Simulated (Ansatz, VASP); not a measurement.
# Two plane-wave programs on Gd

```xyz
1
Lattice="-1.9695 1.9695 1.9695 1.9695 -1.9695 1.9695 1.9695 1.9695 -1.9695" Properties=species:S:1:pos:R:3 pbc="T T T"
Gd    0.0000    0.0000    0.0000
```

Change from the starting cell: volume scaled by 0.92, PAW files.

Alike in both runs: task single point; functional PBE; k mesh 11 × 11 × 11; occupations fermi-dirac, width 0.03 eV; collinear spin.

|  | VASP | Ansatz |
| --- | --- | --- |
| version | VASP 6.6.1 | Ansatz 0.2.0 |
| potentials or method | VASP PAW PBE potentials, release 64 (Gd) | PAW with Ansatz's default frozen-core files, scalar-relativistic |
| plane-wave cutoff (eV) | 520 | 420 |
| valence electrons in the cell | 18 | 18 |

Ansatz gave:

```
pressure (GPa)                                                : 3.0
net moment per atom (μB)                                      : 7.62
size of the moment on the site where the two differ most (μB) : 7.34
```

Q: Which values does VASP return?

A: Pressure (GPa): 3.0; net moment per atom (μB): 7.63; size of the moment on the site where the two differ most (μB): 7.02.

Site moments also hang on the region over which each program counts them.

 The state reached can hang on the start; a lower one may exist.
